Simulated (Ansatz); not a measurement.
Method: DFT PBE, scalar-relativistic, plane waves, PAW in Ansatz 0.2.0. Settings: cutoff 420 eV, Γ-centred meshes spaced at most about 0.3 Å⁻¹, and about 0.25 Å⁻¹ or finer for metals (2π included), Gaussian smearing. Spin is collinear in cells that carry moments; the others ran without spin or lost their moments.

Each guess is relaxed in cell and atoms at zero pressure, on a coarse mesh first where it starts far from rest and then on a converged one. The steps can't lower the symmetry of the start, but it can rise. Energies are static (0 K, no zero-point motion).

Two unrelaxed guesses for MoS₂:

A. (collinear spin from parallel moments)

```cif
data_structure
_symmetry_space_group_name_H-M 'Fm-3m'
_symmetry_Int_Tables_number 225
_cell_length_a 6.1838
_cell_length_b 6.1838
_cell_length_c 6.1838
_cell_angle_alpha 90.000
_cell_angle_beta 90.000
_cell_angle_gamma 90.000
_cell_volume 236.46
loop_
_atom_site_label
_atom_site_type_symbol
_atom_site_symmetry_multiplicity
_atom_site_Wyckoff_symbol
_atom_site_fract_x
_atom_site_fract_y
_atom_site_fract_z
_atom_site_occupancy
Mo1 Mo 4 a 0.00000 0.00000 0.00000 1
S1 S 8 c 0.25000 0.75000 0.75000 1
```

B. (collinear spin from parallel moments)

```cif
data_structure
_symmetry_space_group_name_H-M 'Cmmm'
_symmetry_Int_Tables_number 65
_cell_length_a 4.4773
_cell_length_b 4.6058
_cell_length_c 6.2070
_cell_angle_alpha 90.000
_cell_angle_beta 90.000
_cell_angle_gamma 90.000
_cell_volume 128.00
loop_
_atom_site_label
_atom_site_type_symbol
_atom_site_symmetry_multiplicity
_atom_site_Wyckoff_symbol
_atom_site_fract_x
_atom_site_fract_y
_atom_site_fract_z
_atom_site_occupancy
Mo1 Mo 2 a 0.00000 0.00000 0.00000 1
S1 S 4 k 0.00000 0.00000 0.71324 1
```

Question: Where do they end, and which end is lower?

Answer: A ends lower, by 0.60 eV/atom. A: Fm-3m at 19.7 Å³/atom → Fm-3m (fluorite type) at 17.5 Å³/atom; B: Cmmm at 21.3 Å³/atom → Cmmm at 20.3 Å³/atom. Counting S atoms around Mo (those within 1.25 times the shortest such distance or 1.15 times the sum of covalent radii), the end of A has Mo 8 and the end of B has Mo 2. End of A. Conventional cell: a = 5.949 Å. Around Mo lie 8 S at 2.58 Å; around S lie 4 Mo at 2.58 Å and 6 S at 2.97 Å. End of B. Conventional cell: a = 3.544 Å, b = 3.683 Å, c = 9.330 Å. Around Mo lie 2 S at 2.46 Å and 4 Mo at 2.56 Å; S is surrounded by 1 Mo at 2.46 Å and 4 S at 2.56 Å.

Ends held by symmetry can be saddle points. Neither end is the lowest form computed: that has the 2H molybdenite type, space group P6_3/mmc (No. 194), is reached from a Materials Project cell and lies 0.68 eV/atom below the better end. Weakly bound directions are ill-defined at this level, which has no dispersion term (Cmmm), and this can change margins and order among such cells. The magnetic state reached may not be the lowest. Some types were kept out of the candidates beforehand, so the set may lack a known form.
